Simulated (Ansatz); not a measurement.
# MoS2 (R-3m) in Ansatz: notebook

One crystal, MoS2, is run at these levels: PBEsol, PBEsol+D3(BJ), PBEsol+D3(BJ)-ATM, PBEsol+D4; tasks: relaxation of cell and atoms.

All numbers are computed with Ansatz 0.2.0; they aren't measurements. Logs are shortened: lines on timing, memory, paths and dates and some standing lists are left out, and cuts for length are marked.

**1. Starting point**

The structure is trigonal, space group R-3m (No. 166). The conventional cell has a = 3.171 Å, b = 3.171 Å, c = 18.345 Å, α = 90.00°, β = 90.00°, γ = 120.00°. Mo (site symmetry -3m) has 6 S at 2.39 Å as nearest neighbours. S (site symmetry 3m) is surrounded by 3 Mo at 2.39 Å.

Measurements of this composition are mostly on another form, of space group No. 194.

**2. Relaxation of cell and atoms, PBEsol**

Input file input.yaml:

```yaml
crystal:
  lattice:
    - [1.5855, 0.9153888518, 6.1149966667]
    - [-1.5855, 0.9153888518, 6.1149966667]
    - [0.0, -1.8307777036, 6.1149966667]
  atoms:
    - { symbol: Mo, position: [0.0, 0.0, 0.0] }
    - { symbol: S, position: [0.25, 0.25, 0.25] }
    - { symbol: S, position: [0.75, 0.75, 0.75] }
hamiltonian:
  xc: pbesol
  pseudopotentials: { kind: paw }
kpoints:
  mp_grid: { grid: [10, 10, 10] }
scf:
  occupations: { method: fermi_dirac, width: 0.05 }
output:
  forces: true
  stress: true
  eigenvalues: true
  write_density: true
  write_potential: true
  elf: true
  volumetric_format: npy
relax:
  f_tol: 0.01
  max_steps: 40
  cell: { stress_tol: 0.05 }
```

Potentials or basis: Ansatz PAW.

Launch:

```
$ ansatz run input.yaml --threads 2 --pin off --max-ram 5632MiB --backend cpu --events-out ev --progress --plain --runs-dir out
```

Output:

```text
Warning: RAYON_NUM_THREADS=2 ignored (pool sized by the plan → 2); use --threads N
basis.fft_grid_basis auto: the FFT boxes are laid along the combinations [[1, -1, 0], [0, 1, 0], [0, -1, 1]] of the cell's own vectors, 3.171, 6.383 and 3.171 Å long. The dense box has 24×45×24 points. Along the cell's own vectors, as sized, it would have 45×45×45, 3.52 times as many. Of the 12 symmetry operations that the crystal satisfies within crystal.symmetry.tolerance (time reversal apart; of a slab, those that keep its plane) the dense box along the cell's own vectors carries 12, and the one as laid loses 8 of those. basis.fft_grid_basis: typed keeps the cell's own vectors: state it where this run's energies or levels are differenced outside the engine with another run's, or held beside a run that keeps those vectors. Those combinations have planes normal to reciprocal vector 3, as the cell's own vectors have. Each planar average written beside output.write_density, output.write_potential has a row for each plane of the box: 24. The volumetric files lie along those combinations, not along the cell's own vectors: a cube or XSF file states them, and fields.json those of NumPy files.
Engine: ansatz 0.2.0, x86_64-unknown-linux-gnu
Pseudopotentials: kind: paw
Pseudopotential: Mo, paw, valence charge 14, recommended cutoff 420 eV (normal), Mo.paw.azcp
Pseudopotential: S, paw, valence charge 6, recommended cutoff 420 eV (normal), S.paw.azcp
Functional definition: PBEsol
  exchange = pbesol_x
  correlation = pbesol_c
Crystal: 3 atoms, lattice volume = 53.250 Å³
Basis set: ecut = 420 eV, 1023 PW (Γ), FFT grids on a1−a2, a2, −a2+a3, exchange–correlation on 48×90×48 points (8 copies of the dense FFT grid, shifted against one another)
Bands: 17, of which v1, the nominal top of the filled ones, is band 13 counted from 1 (12 counted from 0)
Symmetry: 12 space group operations
Space group: R-3m (ITA 166), of the structure as read, at distance tolerance 3.8e-5 Å
k-points: 116 of 1000
Non-local potential: Mo, projectors of the file, l = 0: 3, l = 1: 2, l = 2: 2, l = 3: 1
Non-local potential: S, projectors of the file, l = 0: 2, l = 1: 2, l = 2: 2
PAW form: soft (Blöchl's): semilocal exchange-correlation on the pseudo side does not see the compensation charge
PAW frozen core: Mo, regenerated for the run's functional, and the local potential with it (the file was generated under x = pbe(κ = 0.804, μ = 0.2195149727645171), c = pbe(β = 0.06672455060314922))
PAW frozen core: S, regenerated for the run's functional, and the local potential with it (the file was generated under x = pbe(κ = 0.804, μ = 0.2195149727645171), c = pbe(β = 0.06672455060314922))
PAW one-centre angular grid: Mo, 590 points (default); XC on 64 Gauss nodes
PAW one-centre angular grid: S, 110 points (default); XC on 64 Gauss nodes
Initial density: superposition of atomic densities (neutral atoms: chi_scale 0, normalization atom), corrected by the library's trained network
Initial wavefunctions: pseudopotential atomic-orbital guess
Functional: x = pbesol(κ = 0.804, μ = 0.12345679012345678), c = pbesol(β = 0.046)
SCF iter   1: F=—  HF=-6669.331182 eV  |F-HF|=—  |Δ(HF+E_count)|=         —  Δρ=6.68e-3  dr2=1.74e-2  ethr=1.77e-3  ⟨swp⟩=5.9  Hψ=10792  notcnv=0
preconditioner: auto → LDOS  [metal: Δε(μ)=0.040 eV  Ē_g=8.116 eV  σ=0.050 eV  W_gap=0.20  n_scr=16 (ndim 8)  ℏωp=21.6 eV  f_vac=0.014  D(μ)=0.65/eV (n_scr^D=2)  β→1.0]
SCF iter   2: F=—  HF=-6669.328824 eV  |F-HF|=—  |Δ(HF+E_count)|=   2.36e-3  Δρ=2.96e-3  dr2=7.60e-3  ethr=6.71e-5  ⟨swp⟩=2.0  Hψ=4562  notcnv=0
SCF iter   3: F=—  HF=-6669.326682 eV  |F-HF|=—  |Δ(HF+E_count)|=   2.14e-3  Δρ=6.01e-4  dr2=8.41e-4  ethr=2.92e-5  ⟨swp⟩=2.0  Hψ=2893  notcnv=0
SCF iter   4: F=—  HF=-6669.326547 eV  |F-HF|=—  |Δ(HF+E_count)|=   1.35e-4  Δρ=1.75e-4  dr2=1.55e-5  ethr=3.23e-6  ⟨swp⟩=2.0  Hψ=2656  notcnv=0
SCF iter   5: F=—  HF=-6669.326546 eV  |F-HF|=—  |Δ(HF+E_count)|=   1.08e-6  Δρ=5.21e-5  dr2=1.43e-6  ethr=5.95e-8  ⟨swp⟩=2.1  Hψ=2950  notcnv=0
SCF iter   6: F=-6669.326546 eV  HF=-6669.326546 eV  |F-HF|=1.98e-8  |Δ(HF+E_count)|=   1.61e-7  Δρ=1.13e-5  dr2=4.64e-8  ethr=3.85e-10  ⟨swp⟩=7.8  Hψ=14778  notcnv=0
SCF 1 converged in 6 iterations: F = -6669.326546 eV  dr2 = 4.64e-8
relax step   1: F+E_penalty+E_count = -6669.32654579 eV  Δ(F+E_penalty+E_count) = +0.000e0 eV  max|allowed force component| = 7.587e-1 eV/Å  Δτ_max = 0.0000 Å  P = +2.856 GPa  Ω = 53.250 Å³  (6 SCF iters, dr2 threshold 1.00e-7 eV, accepted)
Crystal: 3 atoms, lattice volume = 50.081 Å³
Basis set: ecut = 420 eV, 969 PW (Γ), FFT grids on a1−a2, a2, −a2+a3, exchange–correlation on 48×90×48 points (8 copies of the dense FFT grid, shifted against one another)
Initial density: handed on by an earlier stage of this run
Initial wavefunctions: those handed on with the density
iter 1 solved again at ethr=2.05e-4 eV; its pass at ethr=3.10e-3 eV (dr2=5.34e-2 eV) is discarded
SCF iter   1: F=—  HF=-6669.373679 eV  |F-HF|=—  |Δ(HF+E_count)|=         —  Δρ=7.97e-3  dr2=5.40e-2  ethr=2.05e-4  ⟨swp⟩=1.0  Hψ=12265  notcnv=0
preconditioner: auto → Kerker (q_TF=auto, 2.446 Å⁻¹)  [metal: Δε(μ)=0.057 eV  Ē_g=8.091 eV  σ=0.050 eV  W_gap=0.27  n_scr=16 (ndim 8)  ℏωp=22.3 eV  f_vac=0.000  D(μ)=0.69/eV (n_scr^D=2)]
SCF iter   2: F=—  HF=-6669.366417 eV  |F-HF|=—  |Δ(HF+E_count)|=   7.26e-3  Δρ=4.44e-3  dr2=1.92e-2  ethr=2.05e-4  ⟨swp⟩=1.0  Hψ=1972  notcnv=0
SCF iter   3: F=—  HF=-6669.362591 eV  |F-HF|=—  |Δ(HF+E_count)|=   3.83e-3  Δρ=8.12e-4  dr2=8.29e-4  ethr=7.40e-5  ⟨swp⟩=2.3  Hψ=2588  notcnv=0
SCF iter   4: F=—  HF=-6669.362425 eV  |F-HF|=—  |Δ(HF+E_count)|=   1.66e-4  Δρ=2.15e-4  dr2=5.36e-5  ethr=3.19e-6  ⟨swp⟩=2.1  Hψ=2744  notcnv=0
SCF iter   5: F=—  HF=-6669.362440 eV  |F-HF|=—  |Δ(HF+E_count)|=   1.51e-5  Δρ=6.28e-5  dr2=3.42e-6  ethr=2.06e-7  ⟨swp⟩=2.1  Hψ=2812  notcnv=0
SCF iter   6: F=-6669.362442 eV  HF=-6669.362442 eV  |F-HF|=7.34e-8  |Δ(HF+E_count)|=   1.45e-6  Δρ=1.25e-5  dr2=8.34e-8  ethr=1.15e-9  ⟨swp⟩=8.2  Hψ=15321  notcnv=0
SCF 2 converged in 6 iterations: F = -6669.362442 eV  dr2 = 8.34e-8
[... 18 lines left out ...]
SCF iter   3: F=—  HF=-6669.372494 eV  |F-HF|=—  |Δ(HF+E_count)|=   2.21e-6  Δρ=2.40e-5  dr2=1.12e-6  ethr=1.77e-7  ⟨swp⟩=1.0  Hψ=1976  notcnv=0
iter 4 did not close the SCF: its close was put off for the readings that it lacked (scf_convergence_deferred on its scf_iter line)
SCF iter   4: F=-6669.372494 eV  HF=-6669.372494 eV  |F-HF|=2.56e-8  |Δ(HF+E_count)|=   2.92e-7  Δρ=6.96e-6  dr2=4.73e-8  ethr=4.30e-9  ⟨swp⟩=2.2  Hψ=2565  notcnv=0
iter 5 did not close the SCF: its close was put off for the readings that it lacked (scf_convergence_deferred on its scf_iter line)
SCF iter   5: F=-6669.372494 eV  HF=-6669.372494 eV  |F-HF|=2.58e-9  |Δ(HF+E_count)|=   1.06e-8  Δρ=2.56e-6  dr2=5.60e-9  ethr=1.82e-10  ⟨swp⟩=2.0  Hψ=2861  notcnv=0
SCF iter   6: F=-6669.372494 eV  HF=-6669.372494 eV  |F-HF|=8.91e-10  |Δ(HF+E_count)|=  3.05e-10  Δρ=7.89e-7  dr2=1.26e-9  ethr=2.16e-11  ⟨swp⟩=5.1  Hψ=11078  notcnv=0
SCF 4 converged in 6 iterations: F = -6669.372494 eV  dr2 = 1.26e-9
relax step   4: F+E_penalty+E_count = -6669.37249374 eV  Δ(F+E_penalty+E_count) = -7.107e-5 eV  max|allowed force component| = 1.054e-3 eV/Å  Δτ_max = 0.0008 Å  P = -0.000 GPa  Ω = 51.587 Å³  energy of the carried Pulay correction = +1.431e-4 eV  (6 SCF iters, dr2 threshold 6.25e-8 eV, accepted)
Initial wavefunctions: pseudopotential atomic-orbital guess (no wavefunctions were taken with the density)
iter 1 solved again at ethr=1.85e-7 eV; its pass at ethr=3.10e-3 eV (dr2=4.80e-5 eV) is discarded
SCF iter   1: F=—  HF=-6669.372350 eV  |F-HF|=—  |Δ(HF+E_count)|=         —  Δρ=3.24e-5  dr2=7.46e-8  ethr=1.85e-7  ⟨swp⟩=3.1  Hψ=16219  notcnv=0
preconditioner: auto → Kerker (q_TF=auto, 2.434 Å⁻¹)  [metal: Δε(μ)=0.026 eV  Ē_g=8.058 eV  σ=0.050 eV  W_gap=0.13  n_scr=16 (ndim 8)  ℏωp=21.9 eV  f_vac=0.004  D(μ)=0.88/eV (n_scr^D=2)]
SCF iter   2: F=—  HF=-6669.372359 eV  |F-HF|=—  |Δ(HF+E_count)|=   9.21e-6  Δρ=1.69e-5  dr2=1.96e-8  ethr=2.87e-10  ⟨swp⟩=2.2  Hψ=3427  notcnv=0
SCF iter   3: F=—  HF=-6669.372359 eV  |F-HF|=—  |Δ(HF+E_count)|=   1.25e-8  Δρ=7.73e-7  dr2=1.64e-10  ethr=7.55e-11  ⟨swp⟩=2.9  Hψ=3367  notcnv=0
SCF iter   4: F=—  HF=-6669.372359 eV  |F-HF|=—  |Δ(HF+E_count)|=  7.19e-11  Δρ=2.20e-7  dr2=5.18e-11  ethr=1.00e-12  ⟨swp⟩=1.2  Hψ=2082  notcnv=0
iter 5 did not close the SCF: its close was put off for the readings that it lacked (scf_convergence_deferred on its scf_iter line)
SCF iter   5: F=-6669.372359 eV  HF=-6669.372359 eV  |F-HF|=8.19e-12  |Δ(HF+E_count)|=  9.09e-13  Δρ=5.74e-8  dr2=8.51e-12  ethr=1.00e-12  ⟨swp⟩=1.0  Hψ=1972  notcnv=0
iter 6 did not close the SCF: its close was put off for the readings that it lacked (scf_convergence_deferred on its scf_iter line)
SCF iter   6: F=-6669.372359 eV  HF=-6669.372359 eV  |F-HF|=9.09e-13  |Δ(HF+E_count)|=    0.00e0  Δρ=2.21e-8  dr2=5.06e-13  ethr=1.00e-12  ⟨swp⟩=1.0  Hψ=1972  notcnv=0
iter 7 did not close the SCF: its close was put off for the readings that it lacked (scf_convergence_deferred on its scf_iter line)
SCF iter   7: F=-6669.372359 eV  HF=-6669.372359 eV  |F-HF|=0.00e0  |Δ(HF+E_count)|=    0.00e0  Δρ=6.96e-9  dr2=5.71e-14  ethr=1.00e-12  ⟨swp⟩=1.0  Hψ=1972  notcnv=0
iter 8 did not close the SCF: its close was put off for the readings that it lacked (scf_convergence_deferred on its scf_iter line)
SCF iter   8: F=-6669.372359 eV  HF=-6669.372359 eV  |F-HF|=0.00e0  |Δ(HF+E_count)|=  1.82e-12  Δρ=1.16e-9  dr2=9.39e-16  ethr=1.00e-12  ⟨swp⟩=1.0  Hψ=1972  notcnv=0
SCF iter   9: F=-6669.372359 eV  HF=-6669.372359 eV  |F-HF|=1.82e-12  |Δ(HF+E_count)|=  1.82e-12  Δρ=3.62e-10  dr2=9.77e-17  ethr=1.00e-12  ⟨swp⟩=2.8  Hψ=5517  notcnv=0
SCF 5 converged in 9 iterations: F = -6669.372359 eV  dr2 = 9.77e-17
relax step   5: F+E_penalty+E_count = -6669.37235896 eV  Δ(F+E_penalty+E_count) = +1.348e-4 eV  max|allowed force component| = 1.114e-3 eV/Å  Δτ_max = 0.0000 Å  P = -0.000 GPa  Ω = 51.587 Å³  stress off target by 3.22e-2 GPa  SCF on the basis re-selected at this cell (its energy is not comparable with the rows above)  (9 SCF iters)
basis re-selected at this cell: Δ(F+E_penalty+E_count) = +1.348e-4 eV, ΔP = -0.000 GPa vs the last step (what re-selecting the basis moved, of the pressure what is left beyond the Pulay correction that the steps carried, after the strain that the cell walked since its last selection, with what the two solves' SCF thresholds leave and, on support functions, any second-order correction that the steps lacked; it is no measure of the basis error at this ecutwfc). This SCF's stress stands 3.22e-2 GPa from its target on what of the cell is left free (relax.cell.stress_tol is 5.00e-2 GPa) and its largest allowed force component is 1.11e-3 eV/Å (relax.f_tol is 1.00e-2 eV/Å): within both
SCF converged after 9 iterations
Free energy (F): -6669.372359 eV
Harris-Foulkes:  -6669.372359 eV  (|F-HF|=1.82e-12)
Internal energy: -6669.365255 eV  (E = F + TS)
E sigma→0 (E₀):  -6669.368807 eV
Entropy (-TS):   -0.007104 eV (-2.368 meV/atom)
Fermi energy:    11.614365 eV
--- Per-component energies (eV) ---
  E_band       = -141.974803
  E_kinetic    = 656.006034
  E_local      = -1868.604534  (includes V_loc(G=0)·N_el)
  E_nonlocal   = 201.753529
  E_hartree    = 713.958075
  E_xc         = -375.418038
  E_vxc        = -404.260573  (∫ρ·V_xc dr)
  E_paw        = -4311.936116  (= ΣΔE_a)
  E_vpaw       = -154.785448  (= ΣTr[D̂ρ^β])
  E_aug_tail   = 0.000040  (compensation charges beyond the density's cutoff)
  E_ewald      = -1685.457442
  E_core_change = 0.333198  (= ΣΔE_core)
  E_smearing   = -0.007104  (= −TS)
  E_closure    = 0.000000  (closes the sum)
  Σ components = -6669.372359   (vs F -6669.372359, Δ=0.00e0)
--- Forces (eV/Å), atoms counted from 1 ---
  atom   1  Mo    -0.00000000    -0.00000000    -0.00000000
  atom   2  S      0.00000000    -0.00000000    -0.00111375
  atom   3  S     -0.00000000     0.00000000     0.00111375
  max |Σ_I F_I| component: 1.45e-19 eV/Å
--- Stress (GPa, compression-positive) ---
       -0.016596       0.000000       0.000000
        0.000000      -0.016596      -0.000000
        0.000000      -0.000000       0.032194
  P = ⅓ Tr σ = -0.0003 GPa (-0.003 kbar)
--- Band table (eV; the first three rows and the last of 116) ---
  k-point 0: bands = ["-50.0093", "-24.1452", "-23.9685", "-23.9685", "-3.6144", "-1.9854", "4.4062", "7.8391", "7.8391", "9.9303", "9.9837", "10.7540", "10.7540", "11.6733", "11.6733", "14.8651", "14.8651"]
  k-point 1: bands = ["-50.0048", "-24.1365", "-24.0122", "-23.9784", "-3.4442", "-1.9429", "4.6287", "7.4107", "7.9281", "9.7974", "9.8975", "10.2848", "10.3991", "11.7425", "12.1211", "14.4352", "14.7648"]
  k-point 2: bands = ["-49.9928", "-24.1262", "-24.1130", "-24.0043", "-2.9710", "-1.8155", "5.1855", "6.7857", "8.0401", "8.2227", "9.7961", "9.8428", "10.1525", "11.9045", "12.5526", "14.3424", "14.6686"]
  k-point 115: bands = ["-50.0093", "-24.1453", "-23.9685", "-23.9685", "-3.2451", "-2.5507", "5.6182", "7.3796", "7.8624", "7.8624", "10.7700", "10.7700", "11.3771", "11.5290", "11.5290", "15.0178", "15.0178"]
--- Relaxed structure (4 steps of the walk, 4 accepted, 1 SCFs on fresh bases) ---
  F+E_penalty+E_count = -6669.37235896 eV   max|allowed force component| = 1.114e-3 eV/Å   (the final SCF, on the basis selected at the relaxed cell)
  cell:  # Å, volume = 51.5871 Å³
    - [1.5630194991578612, 0.902409728587425, 6.0956778136477]
    - [-1.5630194991578612, 0.902409728587425, 6.0956778136477]
    - [-7.829122656408309e-33, -1.80481945717485, 6.0956778136477]
  atoms:
    - { symbol: Mo, position: [-3.940048200188123e-21, -3.940048200188508e-21, -3.9400482001883865e-21] }
    - { symbol: S, position: [0.24603110412324833, 0.24603110412324833, 0.24603110412324833] }
    - { symbol: S, position: [0.7539688958767514, 0.7539688958767514, 0.7539688958767514] }
```

Run time: 36 s. Hardware: 2 threads of Intel Xeon at 2.50GHz (Skylake/Cascade Lake), shared host; peak memory 0.44 GiB.

What came out:

```
Free energy                            : -6669.3724 eV
Relaxed volume                         : 17.20 Å³/atom
Relaxed cell                           : a = 6.357 Å, b = 6.357 Å, c = 6.357 Å, α = 28.47°, β = 28.47°, γ = 28.47°
Space group after relaxing (to 0.05 Å) : R-3m (No. 166)
Energy gained by relaxing              : 15.3 meV/atom
Ionic steps                            : 5
Pressure after relaxing                : 0.0 GPa
Band gap on the k mesh                 : none (metal or under the smearing width)
```

Step by step:
| step | energy change (eV) | largest force (eV/Å) | volume (Å³) |
| --- | --- | --- | --- |
| 1 | 0.0000 | 0.7588 | 53.25 |
| 2 | -0.0359 | 0.2321 | 50.08 |
| 3 | -0.0459 | 0.0008 | 51.60 |
| 4 | -0.0459 | 0.0011 | 51.59 |
| 5 | -0.0458 | 0.0011 | 51.59 |

Final structure:
```yaml
crystal:
  lattice:
    - [1.56302, 0.90241, 6.09568]
    - [-1.56302, 0.90241, 6.09568]
    - [0.00000, -1.80482, 6.09568]
  atoms:
    - { symbol: Mo, position: [0.00000, 0.00000, 0.00000] }
    - { symbol: S, position: [0.24603, 0.24603, 0.24603] }
    - { symbol: S, position: [0.75397, 0.75397, 0.75397] }
```

Caveat: the plane-wave basis is chosen anew once the cell has moved, so the energies of steps on either side of that aren't comparable; the PAW data sets come from PBE, with cores solved anew for the run's functional, which leaves a small shift of forces and pressure.

**3. Relaxation of cell and atoms, PBEsol+D3(BJ)**

Edit input.yaml of step 2 so:

```diff
@@ -12,2 +12,3 @@
   pseudopotentials: { kind: paw }
+  dispersion: d3bj
 kpoints:
```

Potentials or basis: Ansatz PAW.

Launch:

```
$ ansatz run input.yaml --threads 2 --pin off --max-ram 5632MiB --backend cpu --events-out ev --progress --plain --runs-dir out
```

It took 39 s on 2 threads of Intel Xeon at 2.50GHz (Skylake/Cascade Lake), shared host; peak memory 0.46 GiB.

It converged, with:

```
Free energy                            : -6670.5695 eV
Relaxed volume                         : 15.89 Å³/atom
Relaxed cell                           : a = 6.071 Å, b = 6.071 Å, c = 6.071 Å, α = 29.39°, β = 29.39°, γ = 29.39°
Space group after relaxing (to 0.05 Å) : R-3m (No. 166)
Energy gained by relaxing              : 46.7 meV/atom
Ionic steps                            : 6
Pressure after relaxing                : 0.0 GPa
Band gap on the k mesh                 : none (metal or under the smearing width)
```

The path:
```tsv
step	energy change (eV)	largest force (eV/Å)	volume (Å³)
1	0.0000	0.7766	53.25
2	-0.1281	0.2338	46.72
3	-0.1392	0.0043	48.23
4	-0.1407	0.0003	47.71
5	-0.1407	0.0008	47.68
6	-0.1402	0.0010	47.68
```

Final structure:
```
Mo S
1.0
     1.53988    0.88905    5.80511
    -1.53988    0.88905    5.80511
     0.00000   -1.77810    5.80511
Mo S
1 2
Direct
  0.00000 0.00000 0.00000
  0.24092 0.24092 0.24092
  0.75908 0.75908 0.75908
```

Levels at points of the mesh, in eV from the Fermi level:
```tsv
k point	band 10	band 11	band 12	band 13	band 14	band 15	band 16	band 17
(0.00, 0.00, 0.00)	-1.80	-1.14	-0.75	-0.75	0.31	0.31	3.29	3.29
(0.00, 0.00, -0.50)	-4.05	-2.64	-2.09	-1.09	1.64	2.38	3.07	4.10
(0.00, -0.50, -0.50)	-3.84	-2.82	-2.72	-1.67	1.64	1.88	4.06	4.65
(-0.50, -0.50, -0.50)	-3.60	-0.71	-0.71	0.01	0.01	0.02	3.57	3.57
```

Caveat: the plane-wave basis is chosen anew once the cell has moved, so the energies of steps on either side of that aren't comparable; pairwise dispersion overbinds metals, which lowers pressure and volume; the PAW data sets come from PBE, with cores solved anew for the run's functional, which leaves a small shift of forces and pressure.

[end of part 1 of 2]
